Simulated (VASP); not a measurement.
# Sn (Fd-3m) in VASP: band structure with PBE

Aim: the band structure of Sn with PBE.

All numbers are computed with VASP 6.6.1; they aren't measurements. Logs are shortened: lines on timing, memory, paths and dates and some standing lists are left out, and cuts for length are marked.

**1. The structure**

Symmetry: Fd-3m, No. 227, cubic system. The conventional cell has a = 6.535 Å, b = 6.535 Å, c = 6.535 Å, α = 90.00°, β = 90.00°, γ = 90.00°. Sn (site symmetry -43m) has 4 Sn at 2.83 Å as nearest neighbours.

This isn't the form of Sn at room conditions, which is tetragonal (white tin).

**2. Band structure, PBE**

INCAR

```
PREC = Accurate ; ENCUT = 420
EDIFF = 1E-7 ; ISMEAR = 0
SIGMA = 0.02 ; LREAL = F
LASPH = T ; NELM = 100
ALGO = Normal ; ISIF = 2
LWAVE = F ; LCHARG = F
GGA = PE ; NBANDS = 21
KPAR = 4
```

KPOINTS

```
regular mesh
0
Gamma
  8 8 8
```

POSCAR

```
Sn                                      
1.0
    0.0000000000      3.2676089727      3.2676089727
    3.2676089727      0.0000000000      3.2676089727
    3.2676089727      3.2676089727      0.0000000000
  Sn            
     2
Direct
     0.0000000000000000    0.0000000000000000    0.0000000000000000
     0.2500000000000000    0.2500000000000000    0.2500000000000000
```

KPOINTS_OPT

```
path GXWKGLUWLK,UX
10
line-mode
reciprocal
 0.0000000000  0.0000000000  0.0000000000  G
 0.5000000000  0.0000000000  0.5000000000  X

 0.5000000000  0.0000000000  0.5000000000  X
 0.5000000000  0.2500000000  0.7500000000  W

 0.5000000000  0.2500000000  0.7500000000  W
 0.3750000000  0.3750000000  0.7500000000  K

 0.3750000000  0.3750000000  0.7500000000  K
 0.0000000000  0.0000000000  0.0000000000  G

 0.0000000000  0.0000000000  0.0000000000  G
 0.5000000000  0.5000000000  0.5000000000  L

 0.5000000000  0.5000000000  0.5000000000  L
 0.6250000000  0.2500000000  0.6250000000  U

 0.6250000000  0.2500000000  0.6250000000  U
 0.5000000000  0.2500000000  0.7500000000  W

 0.5000000000  0.2500000000  0.7500000000  W
 0.5000000000  0.5000000000  0.5000000000  L

 0.5000000000  0.5000000000  0.5000000000  L
 0.3750000000  0.3750000000  0.7500000000  K

 0.6250000000  0.2500000000  0.6250000000  U
 0.5000000000  0.0000000000  0.5000000000  X
```

Potentials or basis: VASP PAW PBE potentials, release 64 (Sn_d_GW).

Launch:

```bash
$ cat potpaw_PBE.64/Sn_d_GW/POTCAR > POTCAR
$ mpirun -np 4 vasp_std > vasp.out
```

OUTCAR:

```text
PREC = Accurate
   ENCUT = 420
   EDIFF = 1E-7
   ISMEAR = 0
   LREAL = F
   LASPH = T
   NELM = 100
   ISIF = 2
   GGA = PE

 ion  position               nearest neighbor table
   1  0.000  0.000  0.000-   2 2.83   2 2.83   2 2.83   2 2.83
   2  0.250  0.250  0.250-   1 2.83   1 2.83   1 2.83   1 2.83

  LATTYP: Found a face centered cubic cell.
 ALAT       =     6.5352179454

  Lattice vectors:

 A1 = (   0.0000000000,   3.2676089727,   3.2676089727)
 A2 = (   3.2676089727,   0.0000000000,   3.2676089727)
 A3 = (   3.2676089727,   3.2676089727,   0.0000000000)

Analysis of symmetry for initial positions (statically):
=====================================================================
 Subroutine PRICEL returns:
 Original cell was already a primitive cell.

 Routine SETGRP: Setting up the symmetry group for a
 face centered cubic supercell.

 Subroutine GETGRP returns: Found 48 space group operations
 (whereof 24 operations were pure point group operations)
 out of a pool of 48 trial point group operations.

The static configuration has the point symmetry T_d .
 The point group associated with its full space group is O_h .

Analysis of symmetry for dynamics (positions and initial velocities):
=====================================================================
 Subroutine PRICEL returns:
 Original cell was already a primitive cell.

 Routine SETGRP: Setting up the symmetry group for a
 face centered cubic supercell.

 Subroutine GETGRP returns: Found 48 space group operations
 (whereof 24 operations were pure point group operations)
 out of a pool of 48 trial point group operations.

The dynamic configuration has the point symmetry T_d .
 The point group associated with its full space group is O_h .

 Subroutine INISYM returns: Found 48 space group operations
 (whereof 24 operations are pure point group operations),
 and found     1 'primitive' translations

----------------------------------------------------------------------------------------

                                     Primitive cell

  volume of cell :      69.7783

  direct lattice vectors                    reciprocal lattice vectors
     0.000000000  3.267608973  3.267608973    -0.153017085  0.153017085  0.153017085
[... 80 lines left out ...]
   ISPIN  =      1    spin polarized calculation?
   LNONCOLLINEAR =      F non collinear calculations
   LSORBIT =      F    spin-orbit coupling
   LASPH  =      T    aspherical Exc in radial PAW
   ENCUT  =  420.0 eV  30.87 Ry    5.56 a.u.   7.72  7.72  7.72*2*pi/ulx,y,z
   NELM   =    100;   NELMIN=  2; NELMDL= -5     # of ELM steps
   EDIFF  = 0.1E-06   stopping-criterion for ELM
   LREAL  =      F    real-space projection
   EDIFFG = 0.1E-05   stopping-criterion for IOM
   NSW    =      0    number of steps for IOM
   IBRION =     -1    ionic relax: 0-MD 1-quasi-New 2-CG
   NFREE  =      0    steps in history (QN), initial steepest desc. (CG)
   ISIF   =      2    stress and relaxation
   ISYM   =      2    0-nonsym 1-usesym 2-fastsym
   POTIM  = 0.5000    time-step for ionic-motion
   TEBEG  =    0.0;   TEEND  =   0.0 temperature during run
   PSTRESS=    0.0 pullay stress
   NELECT =      28.0000    total number of electrons
   NUPDOWN=      -1.0000    fix difference up-down
   EMIN   =  10.00;   EMAX   =-10.00  energy-range for DOS
   EFERMI =   0.00;   METHOD = LEGACY
   ISMEAR =     0;   SIGMA  =   0.02  broadening in eV -4-tet -1-fermi 0-gaus
   EFERMI_NEDOS =   21; number of points for ismear=-14 and -15
   IALGO  =     38    algorithm
   IMIX   =      4    mixing-type and parameters
     AMIX     =   0.40;   BMIX     =  1.00
     AMIX_MAG =   1.60;   BMIX_MAG =  1.00
  volume/ion in A,a.u.               =      34.89       235.44
  Fermi-wavevector in a.u.,A,eV,Ry     =   1.207501  2.281846 19.838086  1.458058
  Thomas-Fermi vector in A             =   2.343137
   LORBIT       =      0    0 simple, 1 ext, 2 COOP (PROOUT), +10 PAW based schemes
   GGA     = PE    functional components
   LHFCALC =     F    Hartree Fock is set to
   AEXX    =    0.0000 exact exchange contribution
   IVDW    =     0    specifies the selected vdW correction
   LEPSILON=     F    determine dielectric tensor
   LRPA    =     F    only Hartree local field effects (RPA)
 non-spin polarized calculation
 Gauss-broadening in eV      SIGMA  =   0.02
  energy-cutoff  :      420.00
  volume of cell :       69.78
 maximum number of plane-waves:      1384
   NGX = 15   NGY = 15   NGZ = 15

 number of electron      28.0000015 magnetization

 Free energy of the ion-electron system (eV)
  ---------------------------------------------------
  ext. energy  EPLUGINS =         0.00000000
  ---------------------------------------------------
  free energy    TOTEN  =        -7.65953169 eV

  energy without entropy =       -7.65944354  energy(sigma->0) =       -7.65948762

 E-fermi :   3.5282     XC(G=0):  -8.8331

 val. band max:        3.3874980091   @ k =   0.1250   0.0000   0.0000
 cond. band min:       3.5282292082   @ k =   0.5000   0.0000   0.0000
 fundamental gap:      0.1407311991
 Fermi energy:         3.5282292082

 k-point     1 :       0.0000    0.0000    0.0000
  band No.  band energies     occupation
      1     -18.0732      2.00000
      2     -18.0732      2.00000
      3     -18.0732      2.00000
      4     -18.0168      2.00000
      5     -18.0168      2.00000
      6     -17.7243      2.00000
[... 565 lines left out ...]
     20      12.0987      0.00000
     21      12.5785      0.00000

 [... further k-points ...]

------------------------ aborting loop because EDIFF is reached ----------------------------------------

  FORCE on cell =-STRESS in cart. coord.  units (eV):
  Direction    XX          YY          ZZ          XY          YZ          ZX
  --------------------------------------------------------------------------------------
  -------------------------------------------------------------------------------------
  Total        0.8960646      0.8960646      0.8960646      0.0000000     -0.0000000     -0.0000000
  in kB       20.5745169     20.5745169     20.5745169      0.0000000     -0.0000000     -0.0000000
  external PRESSURE =      20.5745169 kB  Pullay stress =       0.0000000 kB

 VOLUME and BASIS-vectors are now :
 -----------------------------------------------------------------------------
  energy-cutoff  :      420.00
  volume of cell :       69.78
      direct lattice vectors                 reciprocal lattice vectors
     0.000000000  3.267608973  3.267608973    -0.153017085  0.153017085  0.153017085
     3.267608973  0.000000000  3.267608973     0.153017085 -0.153017085  0.153017085
     3.267608973  3.267608973  0.000000000     0.153017085  0.153017085 -0.153017085

 POSITION                                       TOTAL-FORCE (eV/Angst)
 -----------------------------------------------------------------------------------
      0.00000      0.00000      0.00000        -0.000000     -0.000000      0.000000
      1.63380      1.63380      1.63380         0.000000      0.000000     -0.000000
 -----------------------------------------------------------------------------------
    total drift:                               -0.000000      0.000000      0.000000

  FREE ENERGIE OF THE ION-ELECTRON SYSTEM (eV)
  ---------------------------------------------------
  free  energy   TOTEN  =        -7.6595316945 eV

  energy  without entropy=       -7.6594435399  energy(sigma->0) =       -7.65948762
```

OSZICAR:

```text
N       E                     dE             d eps       ncg     rms          rms(c)
DAV:   1     0.221509984796E+03    0.22151E+03   -0.94933E+03  1644   0.748E+03
DAV:   2     0.218328058494E+02   -0.19968E+03   -0.19442E+03  2428   0.101E+03
DAV:   3    -0.661502785384E+01   -0.28448E+02   -0.28346E+02  2345   0.211E+02
DAV:   4    -0.765527043461E+01   -0.10402E+01   -0.10398E+01  1980   0.287E+01
DAV:   5    -0.771380516338E+01   -0.58535E-01   -0.58531E-01  2011   0.132E+01    0.362E+00
DAV:   6    -0.767688079269E+01    0.36924E-01   -0.51061E-02  2148   0.909E+00    0.219E+00
DAV:   7    -0.765755987015E+01    0.19321E-01   -0.40258E-02  2136   0.771E+00    0.138E-01
DAV:   8    -0.765883711052E+01   -0.12772E-02   -0.28346E-03  2108   0.215E+00    0.631E-02
DAV:   9    -0.765944154582E+01   -0.60444E-03   -0.45653E-04  1966   0.115E-01    0.302E-02
DAV:  10    -0.765952757980E+01   -0.86034E-04   -0.13511E-04  1964   0.223E-01    0.592E-03
[... 41 further cycles ...]
DAV:   3     0.726344820395E+04   -0.40172E+03     1060
DAV:   4     0.724826896420E+04   -0.15179E+02      884
DAV:   5     0.724727870574E+04   -0.99026E+00      932
DAV:   6     0.724724874544E+04   -0.29960E-01      940
DAV:   7     0.724724777016E+04   -0.97528E-03      847
DAV:   8     0.724724770538E+04   -0.64775E-04      924
DAV:   9     0.724724769932E+04   -0.60669E-05      666
DAV:  10     0.724724769859E+04   -0.72619E-06      482
DAV:  11     0.724724769849E+04   -0.10364E-06      484
DAV:  12     0.724724769848E+04   -0.94951E-08      463
```

It took 18 s on 4 MPI ranks of Intel Xeon 6975P-C (Granite Rapids), shared host; peak memory 0.21 GiB.

Results:

```
Free energy             : -7.6595 eV
Pressure                : 2.1 GPa
Band gap along the path : none (metal or under the smearing width)
```

Levels at the corners of the path, in eV from the Fermi level:
| point | band 11 | band 12 | band 13 | band 14 | band 15 | band 16 | band 17 | band 18 |
| --- | --- | --- | --- | --- | --- | --- | --- | --- |
| Γ | -10.42 | -0.74 | 0.13 | 0.13 | 0.13 | 2.21 | 2.21 | 2.21 |
| X | -7.39 | -7.39 | -2.35 | -2.35 | 0.90 | 0.90 | 7.63 | 7.63 |
| X | -7.39 | -7.39 | -2.35 | -2.35 | 0.90 | 0.90 | 7.63 | 7.63 |
| W | -7.34 | -7.34 | -2.90 | -2.90 | 3.41 | 3.41 | 4.08 | 4.08 |
| W | -7.34 | -7.34 | -2.90 | -2.90 | 3.41 | 3.41 | 4.08 | 4.08 |
| K | -7.79 | -6.92 | -3.23 | -2.00 | 1.16 | 3.38 | 5.72 | 5.98 |
| K | -7.79 | -6.92 | -3.23 | -2.00 | 1.16 | 3.38 | 5.72 | 5.98 |
| Γ | -10.42 | -0.74 | 0.13 | 0.13 | 0.13 | 2.21 | 2.21 | 2.21 |
| Γ | -10.42 | -0.74 | 0.13 | 0.13 | 0.13 | 2.21 | 2.21 | 2.21 |
| L | -8.84 | -6.17 | -1.04 | -1.04 | 0.00 | 3.27 | 3.27 | 5.71 |
| L | -8.84 | -6.17 | -1.04 | -1.04 | 0.00 | 3.27 | 3.27 | 5.71 |
| U | -7.79 | -6.92 | -3.23 | -2.00 | 1.16 | 3.38 | 5.72 | 5.98 |
| U | -7.79 | -6.92 | -3.23 | -2.00 | 1.16 | 3.38 | 5.72 | 5.98 |
| W | -7.34 | -7.34 | -2.90 | -2.90 | 3.41 | 3.41 | 4.08 | 4.08 |
| W | -7.34 | -7.34 | -2.90 | -2.90 | 3.41 | 3.41 | 4.08 | 4.08 |
| L | -8.84 | -6.17 | -1.04 | -1.04 | 0.00 | 3.27 | 3.27 | 5.71 |
| L | -8.84 | -6.17 | -1.04 | -1.04 | 0.00 | 3.27 | 3.27 | 5.71 |
| K | -7.79 | -6.92 | -3.23 | -2.00 | 1.16 | 3.38 | 5.72 | 5.98 |
| U | -7.79 | -6.92 | -3.23 | -2.00 | 1.16 | 3.38 | 5.72 | 5.98 |
| X | -7.39 | -7.39 | -2.35 | -2.35 | 0.90 | 0.90 | 7.63 | 7.63 |

Caveat: spin-orbit coupling is left out, which moves the levels of the heavy elements.
